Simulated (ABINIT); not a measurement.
# PbSe (Clausthalite) (Fm-3m) in ABINIT: a series of runs

One crystal, PbSe (Clausthalite), is run at these levels: LDA, PBE, PBEsol; tasks: single point, relaxation of cell and atoms.

Everything below comes from runs of ABINIT 10.8.3 (patched build). Logs are shortened: lines on timing, memory, paths and dates and some standing lists are left out, and cuts for length are marked. The log counts tension as positive stress, the text compression.

**What was measured.**

From a printed reference work, monograph, for a bulk crystal of PbSe at 4.2 K: band gap 0.15 eV (direct).

How close the calculation comes is told below.

### Step 1. Starting point

Symmetry: Fm-3m, No. 225, cubic system. Conventional cell: a = 6.121 Å, b = 6.121 Å, c = 6.121 Å, α = 90.00°, β = 90.00°, γ = 90.00°. Pb (site symmetry m-3m) has 6 Se at 3.06 Å as nearest neighbours. Se (site symmetry m-3m) is surrounded by 6 Pb at 3.06 Å.

### Step 2. Single point, LDA

The input, run.abi:

```
# Pseudopotentials
pp_dirpath "./"
pseudos "Pb.upf, Se.upf"

# Structure
acell 3*1.0
rprim
     0.0000000000     5.7837902633     5.7837902633
     5.7837902633     0.0000000000     5.7837902633
     5.7837902633     5.7837902633     0.0000000000
ntypat 2
znucl 82 34
natom 2
typat 1 2
xred
     0.0000000000     0.0000000000     0.0000000000
     0.5000000000     0.5000000000     0.5000000000

# Plane-wave basis
ecut 39.0

# k points
kptopt 1
ngkpt 6 6 6
nshiftk 1
shiftk 0.0 0.0 0.0

# Exchange and correlation
ixc 7

# Bands and occupations
nband 19
occopt 3
tsmear 0.00183747

# SCF cycle
nstep 100
tolvrs 1.0e-10

# Output
iomode 3
prtwf 0
prteig 0
prtebands 0
enunit 1
prtden 1
prtvha 1
prtvclmb 1
prtpot 1
prtelf 1
```

Potentials or basis: PseudoDojo NC SR LDA v0.4.1 standard.

Command:

```bash
abinit run.abi > log 2>&1
```

run.abo:

```text
.Version 10.8.3 of ABINIT
 Symmetries : space group Fm -3 m (#225); Bravais cF (face-center cubic)
================================================================================
 Values of the parameters that define the memory need of the present run
     intxc =       0    ionmov =       0      iscf =       7    lmnmax =       6
     lnmax =       6     mgfft =      48  mpssoang =       3    mqgrid =    3001
     natom =       2  nloc_mem =       1    nspden =       1   nspinor =       1
    nsppol =       1      nsym =      48    n1xccc =    2501    ntypat =       2
    occopt =       3   xclevel =       1
       mpw =        4546          nfft =      110592          nkpt =          16
================================================================================
================================================================================

--------------------------------------------------------------------------------
------------- Echo of variables that govern the present computation ------------
--------------------------------------------------------------------------------
 -outvars: echo values of preprocessed input variables --------
            acell      1.0000000000E+00  1.0000000000E+00  1.0000000000E+00 Bohr
              amu      2.07200000E+02  7.89600000E+01
             ecut      3.90000000E+01 Hartree
           enunit           1
              ixc           7
         kptrlatt        6    0    0      0    6    0      0    0    6
          kptrlen      4.90770878E+01
            natom           2
            nband          19
            ngfft          48      48      48
             nkpt          16
            nstep         100
             nsym          48
           ntypat           2
           occopt           3
        prtebands           0
           prteig           0
           prtelf           1
           prtpot           1
         prtvclmb           1
           prtvha           1
            prtwf           0
            rprim      0.0000000000E+00  5.7837902633E+00  5.7837902633E+00
                       5.7837902633E+00  0.0000000000E+00  5.7837902633E+00
                       5.7837902633E+00  5.7837902633E+00  0.0000000000E+00
          spgroup         225
           tolvrs      1.00000000E-10
           tsmear      1.83747000E-03 Hartree
            typat      1  2
           xangst      0.0000000000E+00  0.0000000000E+00  0.0000000000E+00
                       3.0606499979E+00  3.0606499979E+00  3.0606499979E+00
            xcart      0.0000000000E+00  0.0000000000E+00  0.0000000000E+00
                       5.7837902633E+00  5.7837902633E+00  5.7837902633E+00
             xred      0.0000000000E+00  0.0000000000E+00  0.0000000000E+00
                       5.0000000000E-01  5.0000000000E-01  5.0000000000E-01
            znucl       82.00000   34.00000

================================================================================

 chkinp: Checking input parameters for consistency.

================================================================================
== DATASET  1 ==================================================================

--- !DatasetInfo
iteration_state: {dtset: 1, }
dimensions: {natom: 2, nkpt: 16, mband: 19, nsppol: 1, nspinor: 1, nspden: 1, mpw: 4546, }
cutoff_energies: {ecut:  39.0, pawecutdg:  -1.0, }
electrons: {nelect:   3.00000000E+01, charge:   0.00000000E+00, occopt:   3.00000000E+00, tsmear:   1.83747000E-03, }
meta: {optdriver: 0, ionmov: 0, optcell: 0, iscf: 7, paral_kgb: 0, }
...

 Exchange-correlation functional for the present dataset will be:
  LDA: Perdew-Wang 92 LSD fit to Ceperley-Alder data - ixc=7
  J.P.Perdew and Y.Wang, PRB 45, 13244 (1992)

 Real(R)+Recip(G) space primitive vectors, cartesian coordinates (Bohr,Bohr^-1):
 R(1)=  0.0000000  5.7837903  5.7837903  G(1)= -0.0864485  0.0864485  0.0864485
 R(2)=  5.7837903  0.0000000  5.7837903  G(2)=  0.0864485 -0.0864485  0.0864485
 R(3)=  5.7837903  5.7837903  0.0000000  G(3)=  0.0864485  0.0864485 -0.0864485
 Unit cell volume ucvol=  3.8696136E+02 bohr^3
 Angles (23,13,12)=  6.00000000E+01  6.00000000E+01  6.00000000E+01 degrees

 getcut: wavevector=  0.0000  0.0000  0.0000  ngfft=  48  48  48
         ecut(hartree)=     39.000   => boxcut(ratio)=   2.08745

--- Pseudopotential description ------------------------------------------------
- pspini: atom type   1  psp file is ./Pb.upf
12 -1012 2 -1 1638                            pspcod,pspxc,lmax,lloc,mmax
     nproj     2     2     2

- pspini: atom type   2  psp file is ./Se.upf
12 -1012 2 -1 1198                            pspcod,pspxc,lmax,lloc,mmax
     nproj     2     2     2

   2.17555319E+03                                ecore*ucvol(ha*bohr**3)
--------------------------------------------------------------------------------

================================================================================

--- !BeginCycle
iteration_state: {dtset: 1, }
solver: {iscf: 7, nstep: 100, nline: 4, wfoptalg: 0, }
tolerances: {tolvrs: 1.00E-10, }
...

     iter   Etot(hartree)      deltaE(h)  residm     vres2
 ETOT  1  -190.66183708502    -1.907E+02 1.297E+00 1.305E+02
 ETOT  2  -191.47993832562    -8.181E-01 1.262E-02 6.638E+00
 ETOT  3  -191.48073413771    -7.958E-04 1.082E-03 1.129E-01
 ETOT  4  -191.48074495944    -1.082E-05 3.862E-04 1.861E-02
 ETOT  5  -191.48074664636    -1.687E-06 2.377E-04 1.583E-03
 ETOT  6  -191.48074684972    -2.034E-07 9.949E-05 1.047E-05
 ETOT  7  -191.48074685094    -1.218E-09 6.356E-05 2.216E-07
 ETOT  8  -191.48074685096    -2.484E-11 2.776E-05 6.252E-09
 ETOT  9  -191.48074685096    -1.876E-12 1.500E-05 3.812E-11

 At SCF step    9       vres2   =  3.81E-11 < tolvrs=  1.00E-10 =>converged.

 Compute ELF
--------------------------------------------------------------------------------

 Compute kinetic energy density

 Compute gradient of the electron density
 Electron Localization Function (ELF) [min:0;max:1]
)     Maximum=    7.4324E-01  at reduced coord.    0.5000    0.5000    0.7500
)     Minimum=    0.0000E+00  at reduced coord.    0.5000    0.5000    0.5000
   Integrated=    1.1222E+02

--------------------------------------------------------------------------------
 End of ELF section

 Cartesian components of stress tensor (hartree/bohr^3)
  sigma(1 1)=  8.34467523E-05  sigma(3 2)=  0.00000000E+00
  sigma(2 2)=  8.34467523E-05  sigma(3 1)=  0.00000000E+00
  sigma(3 3)=  8.34467523E-05  sigma(2 1)=  0.00000000E+00

--- !ResultsGS
iteration_state: {dtset: 1, }
comment   : Summary of ground state results
lattice_vectors:
- [  0.0000000,   5.7837903,   5.7837903, ]
- [  5.7837903,   0.0000000,   5.7837903, ]
- [  5.7837903,   5.7837903,   0.0000000, ]
lattice_lengths: [   8.17951,    8.17951,    8.17951, ]
lattice_angles: [ 60.000,  60.000,  60.000, ] # degrees, (23, 13, 12)
lattice_volume:   3.8696136E+02
convergence: {deltae: -1.876E-12, res2:  3.812E-11, residm:  1.500E-05, diffor: null, }
etotal    :  -1.91480747E+02
entropy   :   0.00000000E+00
fermie    :   1.51308650E-01
cartesian_stress_tensor: # hartree/bohr^3
- [  8.34467523E-05,   0.00000000E+00,   0.00000000E+00, ]
- [  0.00000000E+00,   8.34467523E-05,   0.00000000E+00, ]
- [  0.00000000E+00,   0.00000000E+00,   8.34467523E-05, ]
pressure_GPa:  -2.4551E+00
xred      :
- [  0.0000E+00,   0.0000E+00,   0.0000E+00, Pb]
- [  5.0000E-01,   5.0000E-01,   5.0000E-01, Se]
cartesian_forces: # hartree/bohr
- [ -0.00000000E+00,  -0.00000000E+00,  -0.00000000E+00, ]
- [ -0.00000000E+00,  -0.00000000E+00,  -0.00000000E+00, ]
force_length_stats: {min:   0.00000000E+00, max:   0.00000000E+00, mean:   0.00000000E+00, }
...

 Integrated electronic density in atomic spheres:
 ------------------------------------------------
 Atom  Sphere_radius  Integrated_density
    1        2.00000         10.05802935
    2        2.00000         13.22541271
================================================================================

 ----iterations are completed or convergence reached----

 Mean square residual over all n,k,spin=   59.602E-09; max=  14.997E-06
 reduced coordinates (array xred) for    2 atoms
       0.000000000000      0.000000000000      0.000000000000
       0.500000000000      0.500000000000      0.500000000000
 rms dE/dt=  0.0000E+00; max dE/dt=  0.0000E+00; dE/dt below (all hartree)
    1       0.000000000000      0.000000000000      0.000000000000
    2       0.000000000000      0.000000000000      0.000000000000

 cartesian coordinates (angstrom) at end:
    1      0.00000000000000     0.00000000000000     0.00000000000000
    2      3.06064999790464     3.06064999790464     3.06064999790464

 cartesian forces (hartree/bohr) at end:
    1     -0.00000000000000    -0.00000000000000    -0.00000000000000
    2     -0.00000000000000    -0.00000000000000    -0.00000000000000
 frms,max,avg= 0.0000000E+00 0.0000000E+00   0.000E+00  0.000E+00  0.000E+00 h/b

 cartesian forces (eV/Angstrom) at end:
    1     -0.00000000000000    -0.00000000000000    -0.00000000000000
    2     -0.00000000000000    -0.00000000000000    -0.00000000000000
 frms,max,avg= 0.0000000E+00 0.0000000E+00   0.000E+00  0.000E+00  0.000E+00 e/A
 length scales=  1.000000000000  1.000000000000  1.000000000000 bohr
              =  0.529177210544  0.529177210544  0.529177210544 angstroms
 Fermi (or HOMO) energy (eV) =   4.11732   Average Vxc (eV)= -10.39107
 Eigenvalues (   eV  ) for nkpt=  16  k points:
 kpt#   1, nband= 19, wtk=  0.00463, kpt=  0.0000  0.0000  0.0000 (reduced coord)
 -43.36827  -43.36827  -43.36544  -43.36544  -43.36544  -12.66910  -12.66910  -12.66777
 -12.66777  -12.66777   -9.59213   -2.40735    2.19609    2.19609    2.19609    8.64697
   8.64697    8.64697   10.56297
 prteigrs : prtvol=0 or 1, do not print more k-points.

--- !EnergyTerms
iteration_state     : {dtset: 1, }
comment             : Components of total free energy in Hartree
kinetic             :  1.12753939380669E+02
hartree             :  4.99652446135949E+01
xc                  : -4.35926693365988E+01
Ewald energy        : -1.10678200338567E+02
psp_core            :  5.62214577769030E+00
local_psp           : -1.40387428594821E+02
non_local_psp       : -6.51637269759040E+01
internal            : -1.91480695473937E+02
'-kT*entropy'       : -5.13770264056752E-05
total_energy        : -1.91480746850963E+02
total_energy_eV     : -5.21045656123047E+03
band_energy         : -2.11502474025610E+01
...

 Cartesian components of stress tensor (hartree/bohr^3)
  sigma(1 1)=  8.34467523E-05  sigma(3 2)=  0.00000000E+00
  sigma(2 2)=  8.34467523E-05  sigma(3 1)=  0.00000000E+00
  sigma(3 3)=  8.34467523E-05  sigma(2 1)=  0.00000000E+00

-Cartesian components of stress tensor (GPa)         [Pressure= -2.4551E+00 GPa]
- sigma(1 1)=  2.45508821E+00  sigma(3 2)=  0.00000000E+00
- sigma(2 2)=  2.45508821E+00  sigma(3 1)=  0.00000000E+00
- sigma(3 3)=  2.45508821E+00  sigma(2 1)=  0.00000000E+00

== END DATASET(S) ==============================================================
================================================================================

 -outvars: echo values of variables after computation  --------
            acell      1.0000000000E+00  1.0000000000E+00  1.0000000000E+00 Bohr
           etotal     -1.9148074685E+02
            fcart     -0.0000000000E+00 -0.0000000000E+00 -0.0000000000E+00
                      -0.0000000000E+00 -0.0000000000E+00 -0.0000000000E+00
            rprim      0.0000000000E+00  5.7837902633E+00  5.7837902633E+00
                       5.7837902633E+00  0.0000000000E+00  5.7837902633E+00
                       5.7837902633E+00  5.7837902633E+00  0.0000000000E+00
           strten      8.3446752311E-05  8.3446752311E-05  8.3446752311E-05
                       0.0000000000E+00  0.0000000000E+00  0.0000000000E+00
           xangst      0.0000000000E+00  0.0000000000E+00  0.0000000000E+00
                       3.0606499979E+00  3.0606499979E+00  3.0606499979E+00
             xred      0.0000000000E+00  0.0000000000E+00  0.0000000000E+00
                       5.0000000000E-01  5.0000000000E-01  5.0000000000E-01
 Calculation completed.
```

Wall time 34 s (1 thread of Arm Neoverse V2, shared host); peak memory 0.09 GiB.

What came out:

| Property | Result |
| --- | --- |
| Free energy | -5210.4566 eV |
| Pressure | -2.5 GPa |
| Band gap on the k mesh | 0.19 eV, direct |
| Valence electrons inside the program's atomic spheres | Pb 10.06; Se 13.23 |

Caveat: spin-orbit coupling is left out, which as a rule narrows the gap of such compounds by several tenths of an eV.

[end of part 1 of 2]
